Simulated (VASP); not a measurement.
**Band-edge properties of SbAs (Pm-3m)**

The runs below take SbAs at its given cell and follow the band edges through several levels. The cell is generated by rule, not measured, and may not be a known phase.

Program: VASP 6.6.1. Level of theory: LDA; plane waves and PAW (As, Sb), in the first sound run; inputs show where later runs differ. Results are calculated unless marked as measured.

This is a report of a sequence of runs, with most program output left out.

The structure was built from a prototype and need not be the compound's stable phase.

**1. The starting structure**

Symmetry: Pm-3m, No. 221, cubic system. The conventional cell has a = 3.577 Å, b = 3.577 Å, c = 3.577 Å, α = 90.00°, β = 90.00°, γ = 90.00°. Nearest to As lie 8 Sb at 3.10 Å. Nearest to Sb lie 8 As at 3.10 Å. Farther neighbours are not listed.

**2. Relaxation of the atoms**

The cell is kept as given; the atoms are relaxed first, so that no residual force shifts the band edges.

INCAR

```
SYSTEM = SbAs
PREC = Accurate
ENCUT = 400
EDIFF = 1E-06
NELM = 100
ISMEAR = 0
SIGMA = 0.02
LREAL = .FALSE.
ALGO = Normal
GGA = CA
NBANDS = 11
LORBIT = 11
LWAVE = .FALSE.
LCHARG = .FALSE.
KPAR = 4
IBRION = 2
NSW = 40
ISIF = 2
EDIFFG = -0.005
```

POSCAR

```
SbAs
1.0
    3.5766800000      0.0000000000      0.0000000000
    0.0000000000      3.5766800000      0.0000000000
    0.0000000000      0.0000000000      3.5766800000
As Sb
1 1
Direct
    0.0000000000      0.0000000000      0.0000000000
    0.5000000000      0.5000000000      0.5000000000
```

KPOINTS

```
Automatic mesh
0
Gamma
8 8 8
0 0 0
```

The projector-augmented-wave data sets are As and Sb (LDA family, release 64).

Run with:

```sh
$ mpirun -np 4 vasp_std
```

Run time: 4.4 s. Hardware: 4 MPI ranks of Intel Xeon Platinum 8488C (Sapphire Rapids), shared host; peak memory 0.46 GiB.

The k-mesh is coarse for a metal. The run keeps the 48 symmetry operations of its start, so it cannot find a distortion of lower symmetry.

The forces vanish from the start, and no atom moves.

This step gave:

```yaml
scf_cycles: 13
electrons: 10
bands: 11
irreducible_k_points: 35
symmetry_operations: 48
free_energy_toten: -9.619 eV
energy_at_zero_smearing: -9.619 eV
fermi_energy: 7.440 eV
pressure: -3.769 GPa
metallic: yes
```

**3. Bands on a dense mesh**

A dense even mesh and a path are solved together, since either alone can miss a band edge.

INCAR: that of step 2 with these lines changed.

```diff
@@ -10,3 +10,3 @@
 GGA = CA
-NBANDS = 11
+NBANDS = 17
 LORBIT = 11
@@ -15,5 +15,2 @@
 KPAR = 4
-IBRION = 2
-NSW = 40
 ISIF = 2
-EDIFFG = -0.005
```

POSCAR is that of step 2.

KPOINTS

```
Automatic mesh
0
Gamma
12 12 12
0 0 0
```

KPOINTS_OPT

```
Line mode
24
Line-mode
Reciprocal
  0.00000000   0.00000000   0.00000000 GAMMA
  0.00000000   0.50000000   0.00000000 X

  0.00000000   0.50000000   0.00000000 X
  0.50000000   0.50000000   0.00000000 M

  0.50000000   0.50000000   0.00000000 M
  0.00000000   0.00000000   0.00000000 GAMMA

  0.00000000   0.00000000   0.00000000 GAMMA
  0.50000000   0.50000000   0.50000000 R

  0.50000000   0.50000000   0.50000000 R
  0.00000000   0.50000000   0.00000000 X

  0.50000000   0.50000000   0.00000000 M
  0.50000000   0.50000000   0.50000000 R
```

Run with:

```sh
$ mpirun -np 4 vasp_std
```

Elapsed: 9.4 s, on 4 MPI ranks; peak memory 0.66 GiB.

This step gave:

```yaml
scf_cycles: 11
bands: 17
irreducible_k_points: 84
free_energy_toten: -9.634 eV
energy_at_zero_smearing: -9.634 eV
fermi_energy: 7.499 eV
pressure: -4.507 GPa
```

Electronic bands along the path, in eV, zero at the Fermi level; # counts the bands kept:

| point | #1 | #2 | #3 | #4 | #5 | #6 | #7 | #8 |
| --- | --- | --- | --- | --- | --- | --- | --- | --- |
| Γ | -6.19 | -2.01 | -2.01 | -2.01 | 3.50 | 3.50 | 5.73 | 5.73 |
| 0.48 of the way | -7.87 | -1.97 | -1.34 | -1.34 | 3.27 | 4.03 | 4.03 | 4.10 |
| X | -10.55 | -0.53 | 0.35 | 0.36 | 0.36 | 1.39 | 1.39 | 5.98 |
| 0.48 of the way | -9.95 | -3.69 | -3.13 | 0.67 | 1.91 | 2.46 | 3.06 | 7.92 |
| M | -8.73 | -5.84 | -5.84 | 1.10 | 2.74 | 4.01 | 4.01 | 6.57 |
| 0.48 of the way | -8.34 | -4.57 | -0.64 | -0.52 | 0.87 | 3.30 | 4.70 | 7.00 |
| Γ | -6.19 | -2.01 | -2.01 | -2.01 | 3.50 | 3.50 | 5.73 | 5.73 |
| 0.52 of the way | -8.30 | -3.75 | -3.75 | -1.37 | 1.64 | 1.64 | 3.60 | 8.97 |
| R | -7.36 | -2.90 | -2.90 | -2.90 | -2.74 | -2.74 | -2.74 | 14.15 |
| 0.48 of the way | -9.16 | -3.99 | -3.40 | -1.80 | -1.40 | 2.47 | 3.00 | 8.91 |
| X | -10.55 | -0.53 | 0.35 | 0.36 | 0.36 | 1.39 | 1.39 | 5.98 |
| jump to M | -8.73 | -5.84 | -5.84 | 1.10 | 2.74 | 4.01 | 4.01 | 6.57 |
| 0.48 of the way | -8.22 | -5.14 | -5.14 | -1.15 | -0.31 | 0.90 | 0.90 | 10.11 |
| R | -7.36 | -2.90 | -2.90 | -2.90 | -2.74 | -2.74 | -2.74 | 14.15 |

Of the projections kept (As, Sb), the largest for each band there; the rest of the weight can lie on other orbitals:

| point | #1 | #2 | #3 | #4 | #5 | #6 | #7 | #8 |
| --- | --- | --- | --- | --- | --- | --- | --- | --- |
| Γ | Sb 0.51 | As 0.58 | As 0.58 | As 0.58 | Sb 0.65 | Sb 0.65 | Sb 0.54 | Sb 0.54 |
| X | Sb 0.91 | Sb 0.60 | As 0.60 | As 0.95 | As 0.95 | Sb 0.95 | Sb 0.95 | As 1.00 |
| M | Sb 0.99 | As 0.50 | As 0.50 | As 1.00 | Sb 1.00 | As 0.54 | As 0.54 | As 0.61 |
| Γ | Sb 0.51 | As 0.58 | As 0.58 | As 0.58 | Sb 0.65 | Sb 0.65 | Sb 0.54 | Sb 0.54 |
| R | Sb 1.00 | As 0.93 | As 0.93 | As 0.93 | Sb 0.94 | Sb 0.94 | Sb 0.94 | Sb 0.71 |
| X | Sb 0.91 | Sb 0.60 | As 0.60 | As 0.95 | As 0.95 | Sb 0.95 | Sb 0.95 | As 1.00 |

At -4.5 GPa the cell is away from the equilibrium volume of this level: left free, it would shrink.

**4. Bands with spin-orbit coupling**

This step: LDA, spin-orbit coupling; plane waves and PAW (As, Sb); invented cell (VASP 6.6.1).

Spin-orbit coupling can split and shift the band edges, more so for heavy elements, so the bands are solved again with spinors.

INCAR: that of step 3 with these lines changed.

```diff
@@ -10,3 +10,8 @@
 GGA = CA
-NBANDS = 17
+LNONCOLLINEAR = .TRUE.
+MAGMOM = 0 0 0 0 0 0
+NBANDS = 22
+GGA_COMPAT = .FALSE.
+LASPH = .TRUE.
+LSORBIT = .TRUE.
 LORBIT = 11
```

POSCAR is that of step 3.

KPOINTS

```
Automatic mesh
0
Gamma
8 8 8
0 0 0
```

KPOINTS_OPT: that of step 3 with these lines changed.

```diff
@@ -1,3 +1,3 @@
 Line mode
-24
+16
 Line-mode
```

Run with:

```sh
$ mpirun -np 4 vasp_ncl
```

It took 17 s on 4 MPI ranks; peak memory 0.8 GiB; 56 s of CPU time.

Numbers from this step:

* bands: 22
* irreducible k-points: 35
* free energy (TOTEN): -9.703 eV
* energy at zero smearing: -9.703 eV
* Fermi energy: 7.436 eV
* pressure: -3.650 GPa

The spin moment in the PAW sphere vanishes on all atoms.

On-site spin-orbit energy by atom:

| atom | on-site spin-orbit energy (eV) |
| --- | --- |
| As1 | -0.031 |
| Sb2 | -0.140 |

Electronic bands along the path, in eV, zero at the Fermi level; # counts the bands kept:

| point | #5 | #6 | #7 | #8 | #11 | #12 | #13 | #14 |
| --- | --- | --- | --- | --- | --- | --- | --- | --- |
| Γ | -1.78 | -1.78 | -1.78 | -1.78 | 3.56 | 3.56 | 5.14 | 5.14 |
| 0.47 of the way | -1.40 | -1.40 | -1.15 | -1.15 | 4.06 | 4.06 | 4.13 | 4.13 |
| X | 0.22 | 0.22 | 0.51 | 0.51 | 1.22 | 1.22 | 1.72 | 1.72 |
| 0.53 of the way | -3.49 | -3.49 | 0.80 | 0.80 | 2.79 | 2.79 | 3.31 | 3.31 |
| M | -5.73 | -5.73 | 1.17 | 1.17 | 4.08 | 4.08 | 4.16 | 4.16 |
| 0.47 of the way | -0.77 | -0.77 | -0.40 | -0.40 | 3.28 | 3.28 | 4.79 | 4.79 |
| Γ | -1.78 | -1.78 | -1.78 | -1.78 | 3.56 | 3.56 | 5.14 | 5.14 |
| 0.53 of the way | -3.59 | -3.59 | -1.47 | -1.47 | 1.74 | 1.74 | 3.72 | 3.72 |
| R | -2.97 | -2.97 | -2.76 | -2.76 | -2.50 | -2.50 | -2.50 | -2.50 |
| 0.47 of the way | -3.40 | -3.40 | -1.78 | -1.78 | 2.41 | 2.41 | 2.94 | 2.94 |
| X | 0.22 | 0.22 | 0.51 | 0.51 | 1.22 | 1.22 | 1.72 | 1.72 |
| jump to M | -5.73 | -5.73 | 1.17 | 1.17 | 4.08 | 4.08 | 4.16 | 4.16 |
| 0.47 of the way | -5.06 | -5.06 | -1.02 | -1.02 | 1.03 | 1.03 | 1.13 | 1.13 |
| R | -2.97 | -2.97 | -2.76 | -2.76 | -2.50 | -2.50 | -2.50 | -2.50 |

Of the projections kept (As, Sb), the largest for each band there; the rest of the weight can lie on other orbitals:

| point | #5 | #6 | #7 | #8 | #11 | #12 | #13 | #14 |
| --- | --- | --- | --- | --- | --- | --- | --- | --- |
| Γ | As 0.59 | As 0.59 | As 0.59 | As 0.59 | Sb 0.65 | Sb 0.65 | Sb 0.52 | Sb 0.52 |
| X | As 0.83 | As 0.83 | As 0.69 | As 0.69 | Sb 0.94 | Sb 0.94 | Sb 0.94 | Sb 0.94 |
| M | As 0.52 | As 0.52 | As 1.00 | As 1.00 | As 0.50 | As 0.50 | As 0.53 | As 0.53 |
| Γ | As 0.59 | As 0.59 | As 0.59 | As 0.59 | Sb 0.65 | Sb 0.65 | Sb 0.52 | Sb 0.52 |
| R | As 0.94 | As 0.94 | As 0.92 | As 0.92 | Sb 0.94 | Sb 0.94 | Sb 0.94 | Sb 0.94 |
| X | As 0.83 | As 0.83 | As 0.69 | As 0.69 | Sb 0.94 | Sb 0.94 | Sb 0.94 | Sb 0.94 |

**5. Orbitals for bands with HSE06**

This step: PBE; plane waves and PAW (As, Sb); invented cell (VASP 6.6.1).

The hybrid starts from PBE orbitals, which saves many expensive cycles.

INCAR

```
SYSTEM = SbAs
PREC = Accurate
ENCUT = 400
EDIFF = 1E-05
NELM = 100
ISMEAR = 0
SIGMA = 0.02
LREAL = .FALSE.
ALGO = Normal
GGA = PE
NBANDS = 11
LORBIT = 11
LWAVE = .TRUE.
LCHARG = .FALSE.
KPAR = 4
```

POSCAR is that of step 4.

KPOINTS

```
Automatic mesh
0
Gamma
4 4 4
0 0 0
```

Run with:

```sh
$ mpirun -np 4 vasp_std
```

Wall time 4.4 s (4 MPI ranks); peak memory 0.48 GiB; 3.6 s of CPU time.

The PAW data sets were made with LDA, a small mismatch for this functional.

This step gave:

```
SCF cycles           : 10
bands                : 11
irreducible k-points : 10
free energy (TOTEN)  : -8.198 eV
Fermi energy         : 7.641 eV
pressure             : 1.219 GPa
```

**6. Bands with HSE06**

This step: HSE06; plane waves and PAW (As, Sb); invented cell (VASP 6.6.1).

A quarter of screened exact exchange corrects much of the semilocal gap error; its cost forces a coarser mesh.

INCAR

```
SYSTEM = SbAs
PREC = Accurate
ENCUT = 400
EDIFF = 1E-06
NELM = 100
ISMEAR = 0
SIGMA = 0.02
LREAL = .FALSE.
ALGO = Normal
LHFCALC = .TRUE.
AEXX = 0.25
GGA = PE
HFSCREEN = 0.2
LASPH = .TRUE.
NBANDS = 11
PRECFOCK = Fast
LORBIT = 11
LWAVE = .FALSE.
LCHARG = .FALSE.
KPAR = 4
ISIF = 2
```

POSCAR is that of step 5.

KPOINTS is that of step 5.

KPOINTS_OPT: that of step 4 with these lines changed.

```diff
@@ -1,3 +1,3 @@
 Line mode
-16
+8
 Line-mode
```

The run starts from files that an earlier step left in the folder.

Run with:

```sh
$ mpirun -np 4 vasp_std
```

Wall time 43 s (4 MPI ranks); peak memory 0.92 GiB; 2.6 min of CPU time.

The k-mesh is coarse for exact exchange; in a metal the Fermi energy and the levels can shift by several tenths of an eV on a finer one.

Numbers from this step:

```yaml
scf_cycles: 8
free_energy_toten: -9.901 eV
fermi_energy: 7.444 eV
pressure: -2.261 GPa
```

Electronic bands along the path, in eV, zero at the Fermi level; # counts the bands kept:

| point | #1 | #2 | #3 | #4 | #5 | #6 | #7 | #8 |
| --- | --- | --- | --- | --- | --- | --- | --- | --- |
| Γ | -6.47 | -2.20 | -2.20 | -2.20 | 4.01 | 4.01 | 6.76 | 6.76 |
| 0.43 of the way | -8.18 | -2.04 | -1.57 | -1.57 | 4.36 | 4.52 | 5.12 | 5.12 |
| X | -11.50 | -0.25 | 0.52 | 0.52 | 0.72 | 1.86 | 1.86 | 6.66 |
| 0.57 of the way | -10.53 | -4.72 | -4.13 | 1.02 | 2.68 | 3.47 | 4.03 | 8.78 |
| M | -9.34 | -6.50 | -6.50 | 1.42 | 3.46 | 4.87 | 4.87 | 7.24 |
| 0.43 of the way | -9.24 | -5.33 | -1.35 | -0.15 | 1.70 | 3.77 | 5.49 | 8.36 |
| Γ | -6.47 | -2.20 | -2.20 | -2.20 | 4.01 | 4.01 | 6.76 | 6.76 |
| 0.57 of the way | -9.03 | -4.19 | -4.19 | -2.03 | 1.43 | 1.43 | 4.44 | 9.52 |
| R | -7.76 | -3.18 | -3.18 | -3.18 | -2.83 | -2.83 | -2.83 | 15.19 |
| 0.43 of the way | -9.61 | -4.51 | -3.88 | -2.17 | -1.62 | 2.43 | 2.95 | 10.35 |
| X | -11.50 | -0.25 | 0.52 | 0.52 | 0.72 | 1.86 | 1.86 | 6.66 |
| jump to M | -9.34 | -6.50 | -6.50 | 1.42 | 3.46 | 4.87 | 4.87 | 7.24 |
| 0.43 of the way | -8.88 | -5.85 | -5.85 | -0.85 | 0.38 | 1.74 | 1.74 | 10.48 |
| R | -7.76 | -3.18 | -3.18 | -3.18 | -2.83 | -2.83 | -2.83 | 15.19 |

Of the projections kept (As, Sb), the largest for each band there; the rest of the weight can lie on other orbitals:

| point | #1 | #2 | #3 | #4 | #5 | #6 | #7 | #8 |
| --- | --- | --- | --- | --- | --- | --- | --- | --- |
| Γ | Sb 0.52 | As 0.57 | As 0.57 | As 0.57 | Sb 0.65 | Sb 0.65 | Sb 0.56 | Sb 0.56 |
| X | Sb 0.90 | Sb 0.61 | As 0.94 | As 0.94 | As 0.58 | Sb 0.94 | Sb 0.94 | As 1.00 |
| M | Sb 0.99 | Sb 0.52 | Sb 0.52 | As 1.00 | Sb 1.00 | As 0.51 | As 0.51 | As 0.60 |
| Γ | Sb 0.52 | As 0.57 | As 0.57 | As 0.57 | Sb 0.65 | Sb 0.65 | Sb 0.56 | Sb 0.56 |
| R | Sb 1.00 | As 0.93 | As 0.93 | As 0.93 | Sb 0.94 | Sb 0.94 | Sb 0.94 | Sb 0.74 |
| X | Sb 0.90 | Sb 0.61 | As 0.94 | As 0.94 | As 0.58 | Sb 0.94 | Sb 0.94 | As 1.00 |

**7. What came out**

- gap, LDA: none
- gap with spin-orbit coupling: none
- gap, HSE06 without spin-orbit coupling: none

At this level the bands overlap or touch. Masses were not obtained, since there is no gap at this level. The strain response was not obtained, since there is no gap at this level.

[Lines on the potential files, build, host, timing and source positions are cut from VASP's logs without a mark.]

[Logs are printed without paths, hosts, clocks, repeated set-up lines and the standing remarks that a program may print on its own settings, such as how far it seeks lower states.]

[Hosts, paths, dates, database ids (printed as entryN), source tags and the programs' standing remarks are cut or masked in the printed files.]

[In band tables of VASP the shares of atoms and orbitals are scaled to a sum of 1 inside the atoms' spheres.]

[Gaps and slopes under strain along one axis are those of the sampled path and mesh points; where strain splits equal valleys, another of them can be the edge.]
